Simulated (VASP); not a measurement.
Runs of VASP 6.6.1 on ZrSe2. The cell holds a slab with vacuum, 9 atoms: a = 3.745 Å, b = 3.745 Å, c = 33.480 Å, α = 90.00°, β = 90.00°, γ = 120.00°. 

| task | level | spin | cell | cutoff (eV) | dipole correction | gap on the mesh (eV) | largest force (eV/Å) |
| --- | --- | --- | --- | --- | --- | --- | --- |
| relaxation of cell and atoms | PBE+D3(BJ) | off | relaxed | 600 | - | 0.25 | - |
| band structure | PBE+D3(BJ) | SOC, no magnetisation | P-3m1, 45.17 Å³/atom | 520 | yes | - | 0.01 |
| band structure | PBE+D3(BJ) | off | P-3m1, 45.17 Å³/atom | 520 | yes | 0.25 | 0.01 |
| band structure | r2SCAN | off | P-3m1, 45.17 Å³/atom | 520 | yes | 0.56 | (a) |

Alike in all rows: potentials or basis VASP PAW PBE potentials, release 64 (Se, Zr_sv); k mesh 9 × 9 × 1; smearing gaussian 0.03 eV.

Question: Fill in the values left out.

Answer: (a) 0.22.

Caveats: the PAW data sets were made with another functional, which shifts forces and pressure a little (some runs).

A k mesh can miss the band edges, and rows without SOC leave out spin-orbit coupling on Se, Zr.
